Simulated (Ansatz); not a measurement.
# C: the cost of one run

Method: DFT PBE, scalar-relativistic, plane waves, PAW, in Ansatz 0.2.0.

19 further runs of the same task are left out: 19 set aside as unsound or not needed. Runs told in other sessions of the task aren't counted.

## (1) The structure to begin with

It takes space group Cmme (No. 67, orthorhombic). The conventional cell has a = 2.467 Å, b = 4.272 Å, c = 8.707 Å, α = 90.00°, β = 90.00°, γ = 90.00°. C (site symmetry m) is surrounded by 3 C at 1.42 Å.

Structure file:

```cif
data_structure
_symmetry_space_group_name_H-M 'P 1'
_symmetry_Int_Tables_number 1
_cell_length_a 2.4665
_cell_length_b 2.4665
_cell_length_c 8.7070
_cell_angle_alpha 90.000
_cell_angle_beta 90.000
_cell_angle_gamma 119.999
_cell_volume 45.87
loop_
_atom_site_label
_atom_site_type_symbol
_atom_site_fract_x
_atom_site_fract_y
_atom_site_fract_z
_atom_site_occupancy
C1 C 0.08333 0.91667 0.75030 1
C2 C 0.58333 0.41667 0.24970 1
C3 C 0.91667 0.08333 0.24970 1
C4 C 0.41667 0.58333 0.75030 1
```

It goes back to an entry of the Materials Project, which need not be the stable form.

It is the result of an earlier relaxation at this level (volume 11.47 Å³/atom; gap on the mesh: 0.00 eV).

## (2) What is varied

The energy is mapped over volume and the cell's shape.

- volume per atom: 7 values from 9.63 to 13.30 Å³
- stretch along a over the lengths across it, relative to the relaxed cell: 7 values from 0.923 to 1.083

Nothing else is relaxed (fractional coordinates fixed). Energies count from the relaxed crystal. Points are written as (first, second).

## (3) Point (10.24 Å³, 1.055)

Input file input.yaml:

```yaml
crystal:
  lattice:
    - [1.2308411378, -2.0208790952, 0.0]
    - [1.2308411378, 2.0208790952, 0.0]
    - [0.0, 0.0, 8.2375795954]
  atoms:
    - { symbol: C, position: [0.0833329406, 0.9166670594, 0.7503043452] }
    - { symbol: C, position: [0.5833329406, 0.4166670594, 0.2496956548] }
    - { symbol: C, position: [0.9166670594, 0.0833329406, 0.2496956548] }
    - { symbol: C, position: [0.4166670594, 0.5833329406, 0.7503043452] }
basis:
  ecutwfc: 520.0
kpoints:
  mp_grid: { grid: [21, 21, 6] }
hamiltonian:
  xc: pbe
  pseudopotentials: { kind: paw, azcp: { folder: soft_1 } }
scf:
  occupations: { method: gaussian, width: 0.15 }
output:
  forces: true
  stress: true
  eigenvalues: true
```

Launch:

```bash
$ ansatz run input.yaml --threads 2 --pin off --max-ram 4096MiB --backend cpu --events-out ev --progress --plain --runs-dir out
```

Q: Estimate wall time and peak memory on 2 threads of Arm Neoverse V1, shared host.

About 11 s, with a peak of 0.53 GiB.
